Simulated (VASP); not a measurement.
A run of VASP 6.6.1:

Contents of INCAR:

```
PREC     = Accurate       # precision mode
ENCUT    = 520            # plane-wave cutoff, eV
EDIFF    = 1E-6           # SCF threshold, eV
ISMEAR   = 0              # smearing method
SIGMA    = 0.05           # smearing width, eV
LREAL    = F              # projectors in reciprocal space
LASPH    = T              # aspherical terms in the spheres
NELM     = 100            # most SCF steps
ALGO     = Normal         # electronic algorithm
ISIF     = 2              # what is computed and relaxed
LWAVE    = F              # write WAVECAR
LCHARG   = F              # write CHGCAR
GGA      = PE             # functional
NBANDS   = 11             # bands
```

File KPOINTS:

```
regular mesh
0
Gamma
  8 8 8
```

File POSCAR:

```
Hf
1.0
   -1.7770478250      1.7770478250      1.7770478250
    1.7770478250     -1.7770478250      1.7770478250
    1.7770478250      1.7770478250     -1.7770478250
Hf
1
Direct
    0.0000000000      0.0000000000      0.0000000000
```

Potentials or basis: VASP PAW PBE potentials, release 64 (Hf_pv).

Run with:

```sh
$ cat potpaw_PBE.64/Hf_pv/POTCAR > POTCAR
$ mpirun -np 1 vasp_std > vasp.out
```

Hardware: 1 thread of AMD EPYC 7R13 Processor (Zen 3), on a shared host.

Question: Estimate the wall time of this run.

Answer: Wall time 6.9 s on 1 thread of AMD EPYC 7R13 Processor (Zen 3), on a shared host, peak memory 0.11 GiB. Counts: scf iterations 11, k points 29.
